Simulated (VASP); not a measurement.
# Ga (C2/c) in VASP: further runs, part 2 of 2

VASP 6.6.1. The steps go on from the part before.

## (4) Single point, PBE

Input file INCAR:

```
PREC = Accurate
ENCUT = 350
EDIFF = 1E-6
ISMEAR = 0
SIGMA = 0.15
LREAL = False
LASPH = True
NELM = 100
ALGO = Normal
ISIF = 2
LWAVE = False
LCHARG = False
GGA = PE
NBANDS = 20
ADDGRID = False
```

Input file KPOINTS:

```
regular mesh
0
Gamma
  7 7 6
```

Input file POSCAR:

```
Ga
1.0
    1.3830000000     -4.0265000000      0.0000000000
    1.3830000000      4.0265000000      0.0000000000
   -0.1174474948      0.0000000000      3.3299294416
Ga
2
Direct
    0.0863460000      0.8268100000      0.7848140000
    0.8777350000      0.1376800000      0.2531650000
```

Potentials or basis: VASP PAW PBE potentials, release 64 (Ga_d).

Launch:

```
cat potpaw_PBE.64/Ga_d/POTCAR > POTCAR
mpirun -np 1 vasp_std > vasp.out
```

OUTCAR:

```text
PREC = Accurate
   ENCUT = 350
   EDIFF = 1E-6
   ISMEAR = 0
   LREAL = False
   LASPH = True
   NELM = 100
   ISIF = 2
   GGA = PE

 Found    148 irreducible k-points:

 Following reciprocal coordinates:
            Coordinates               Weight
  0.000000  0.000000  0.000000      1.000000
  0.142857  0.000000  0.000000      2.000000
 -0.000000 -0.142857  0.000000      2.000000
  0.285714 -0.000000  0.000000      2.000000
  0.000000 -0.285714  0.000000      2.000000
  0.428571 -0.000000 -0.000000      2.000000
   k-points           NKPTS =    148   k-points in BZ     NKDIM =    148   number of bands    NBANDS=     20
   number of dos      NEDOS =    301   number of ions     NIONS =      2
   total plane-waves  NPLWV =  15680
   dimension x,y,z NGX =    28 NGY =   28 NGZ =   20
   dimension x,y,z NGXF=    56 NGYF=   56 NGZF=   40
   ions per type =               2
   NGX,Y,Z   is equivalent  to a cutoff of  10.93, 10.93,  9.98 a.u.
   NGXF,Y,Z  is equivalent  to a cutoff of  21.87, 21.87, 19.96 a.u.
 SYSTEM =  unknown system
   PREC   = accura    normal or accurate (medium, high low for compatibility)
   ISTART =      0    job   : 0-new  1-cont  2-samecut
   ICHARG =      2    charge: 1-file 2-atom 10-const
   ISPIN  =      1    spin polarized calculation?
   LNONCOLLINEAR =      F non collinear calculations
   LSORBIT =      F    spin-orbit coupling
[... 53 lines left out ...]
 E-fermi :   5.6741     XC(G=0): -11.0554

 val. band max:        5.6598681376   @ k =   0.2857  -0.0000   0.1667
 cond. band min:       5.6999212396   @ k =  -0.1429   0.4286   0.1667
 fundamental gap:      0.0400531020
 Fermi energy:         5.6740579075

 k-point     1 :       0.0000    0.0000    0.0000
  band No.  band energies     occupation
      1      -9.5149      2.00000
      2      -9.4880      2.00000
      3      -9.4497      2.00000
      4      -9.4284      2.00000
      5      -9.1716      2.00000
      6      -9.1507      2.00000
[... 127 lines left out ...]
     19      15.9985      0.00000
     20      17.6915      0.00000

 [... further k-points ...]

------------------------ aborting loop because EDIFF is reached ----------------------------------------

  FORCE on cell =-STRESS in cart. coord.  units (eV):
  Direction    XX          YY          ZZ          XY          YZ          ZX
  --------------------------------------------------------------------------------------
  -------------------------------------------------------------------------------------
  Total        0.2892383      0.8979397      0.3388164      0.0800104      0.1824515     -0.0939089
  in kB       12.4954387     38.7920614     14.6372702      3.4565437      7.8821204     -4.0569745
  external PRESSURE =      21.9749234 kB  Pullay stress =       0.0000000 kB

 VOLUME and BASIS-vectors are now :
 -----------------------------------------------------------------------------
  energy-cutoff  :      350.00
  volume of cell :       37.09
      direct lattice vectors                 reciprocal lattice vectors
     1.383000000 -4.026500000  0.000000000     0.361532899 -0.124177325  0.012751361
     1.383000000  4.026500000  0.000000000     0.361532899  0.124177325  0.012751361
    -0.117447495  0.000000000  3.329929442     0.000000000  0.000000000  0.300306663

 POSITION                                       TOTAL-FORCE (eV/Angst)
 -----------------------------------------------------------------------------------
      1.17072      2.98148      2.61338         0.005106     -0.228248     -0.221826
      1.37459     -2.97983      0.84302        -0.005106      0.228248      0.221826
 -----------------------------------------------------------------------------------
    total drift:                               -0.000054     -0.000006     -0.000641

  FREE ENERGIE OF THE ION-ELECTRON SYSTEM (eV)
  ---------------------------------------------------
  free  energy   TOTEN  =        -5.7193617536 eV

  energy  without entropy=       -5.7083975131  energy(sigma->0) =       -5.71387963
```

Run time: 66 s. Hardware: 1 thread of Intel Xeon Platinum 8259CL at 2.50GHz (Skylake/Cascade Lake), shared host; peak memory 0.17 GiB.

These settings aren't checked as converged: the numbers below hold their error.

Results:

```
Free energy            : -5.7194 eV
Pressure               : 2.2 GPa
Largest force          : 0.318 eV/Å
Band gap on the k mesh : none (metal or under the smearing width)
```

Caveat: the cutoff is under 1.25 times the usual one of these potentials, so pressure, stress and relaxed cells hold a basis-set (Pulay) error.

## (5) Single point, PBE

INCAR: that of step 4 with these lines changed.

```diff
@@ -1,3 +1,3 @@
 PREC = Accurate
-ENCUT = 350
+ENCUT = 550
 EDIFF = 1E-6
```

Input file KPOINTS:

```
regular mesh
0
Gamma
  6 6 5
```

Input file POSCAR:

```
Ga
1.0
    1.3830000000     -4.0265000000      0.0000000000
    1.3830000000      4.0265000000      0.0000000000
   -0.1174474948      0.0000000000      3.3299294416
Ga
2
Direct
    0.1310000000      0.8690000000      0.7500000000
    0.8690000000      0.1310000000      0.2500000000
```

Launch:

```
cat potpaw_PBE.64/Ga_d/POTCAR > POTCAR
mpirun -np 1 vasp_std > vasp.out
```

Wall time 40 s (1 thread of Intel Xeon Platinum 8259CL at 2.50GHz (Skylake/Cascade Lake), shared host); peak memory 0.19 GiB.

These settings aren't checked as converged: the numbers below hold their error.

Results:

| Quantity | Value |
| --- | --- |
| Free energy | -5.7361 eV |
| Pressure | 1.9 GPa |
| Largest force | 0.179 eV/Å |
| Band gap on the k mesh | none (metal or under the smearing width) |

Caveat: the k mesh is coarse (spacing up to 0.40 Å⁻¹), so the values aren't converged.

## (6) The reference run

An earlier run on the cell as given: functional PBE; potentials or basis VASP PAW PBE potentials, release 64 (Ga_d); cutoff 520 eV; k mesh 10 × 10 × 8; occupations fermi-dirac, width 0.05 eV; no spin polarisation.

* Pressure: 1.8 GPa
* Largest force: 0.203 eV/Å
* Band gap on the k mesh: none (metal or under the smearing width)
